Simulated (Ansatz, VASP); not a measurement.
## PtS2: VASP beside Ansatz

File INCAR:

```
SYSTEM = PtS2
ALGO = Normal
EDIFF = 1E-6
ENCUT = 520
GGA = CA
ISIF = 2
ISMEAR = 0
LASPH = .True.
LCHARG = .True.
LELF = .True.
LREAL = .False.
LVHAR = .True.
LWAVE = .False.
NBANDS = 18
NELM = 80
PREC = Accurate
SIGMA = 0.05
```

KPOINTS

```
k-points
0
Gamma
  12 12 8
  0 0 0
```

The input POSCAR:

```
PtS2
1.0
    3.5431994758      0.0000000000      0.0000000000
   -1.7715997379      3.0685007567      0.0000000000
    0.0000000000      0.0000000000      5.0388000000
Pt S
1 2
Direct
    0.0000000000      0.0000000000      0.0000000000
    0.3333333333      0.6666666667      0.2500000000
    0.6666666667      0.3333333333      0.7500000000
```

Input for Ansatz:

```yaml
crystal:
  lattice:
    - [3.5431994758, 0.0, 0.0]
    - [-1.7715997379, 3.0685007567, 0.0]
    - [0.0, 0.0, 5.0388]
  atoms:
    - { symbol: Pt, position: [0.0, 0.0, 0.0] }
    - { symbol: S, position: [0.3333333333, 0.6666666667, 0.25] }
    - { symbol: S, position: [0.6666666667, 0.3333333333, 0.75] }
basis:
  ecutwfc: 420
kpoints:
  mp_grid: { grid: [12, 12, 8] }
hamiltonian:
  xc: lda
scf:
  occupations: { method: gaussian, width: 0.05 }
output:
  forces: true
  stress: true
  eigenvalues: true
```

Alike in both runs: task single point; functional LDA; k mesh 12 × 12 × 8; occupations gaussian, width 0.05 eV; no spin polarisation.

```csv
,VASP,Ansatz
version,VASP 6.6.1,Ansatz 0.2.0
potentials or method,"VASP PAW LDA potentials, release 64 (Pt, S)","scalar-relativistic, plane waves, PAW"
plane-wave cutoff (eV),520,420
valence electrons in the cell,22,30
```

```csv
,VASP,Ansatz,Ansatz less VASP
gap on the k mesh at the Fermi level (eV),0.45,0.45,-0.003
least direct gap on the mesh (eV),0.68,0.68,-0.005
pressure (GPa),-5.5,-5.5,+0.01
largest component of the traceless stress (GPa),1.53,1.55,+0.019
rms of the force components (eV/Å),0.324,0.325,+0.0010
```

Atom by atom the forces differ by 0.001 eV/Å (rms over components). The two sets of potentials don't hold the same shells in valence.

Caveats: spin-orbit coupling is left out, which moves the levels of the heavy elements; the cell's inner coordinates are idealised or old, which leaves forces on the atoms.
